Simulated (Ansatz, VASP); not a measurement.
One calculation of Rh, two programs

```
Rh
1.0
     0.00000    1.87685    1.87685
     1.87685    0.00000    1.87685
     1.87685    1.87685    0.00000
Rh
1
Direct
  0.00000 0.00000 0.00000
```

Alike in both runs: functional LDA; k mesh 20 × 20 × 20; occupations gaussian, width 0.1 eV; no spin polarisation.

Ansatz relaxed the structure, and its values are those at the end. VASP's run is a single point on that final structure, the one shown.

|  | VASP | Ansatz |
| --- | --- | --- |
| version | VASP 6.6.1 | Ansatz 0.2.0 |
| potentials or method | VASP PAW LDA potentials, release 64 (Rh_pv) | scalar-relativistic, plane waves, PAW |
| plane-wave cutoff (eV) | 520 | 420 |
| valence electrons in the cell | 15 | 17 |

Ansatz gave:

- gap on the k mesh at the Fermi level (eV): none
- pressure (GPa): 0.0

Task: What did VASP give for the same quantities?

Result: gap on the k mesh at the Fermi level (eV): none; pressure (GPa): 0.9.

A gap of «none» marks a metal or a gap that the smearing closes. The two sets of potentials don't hold the same shells in valence.
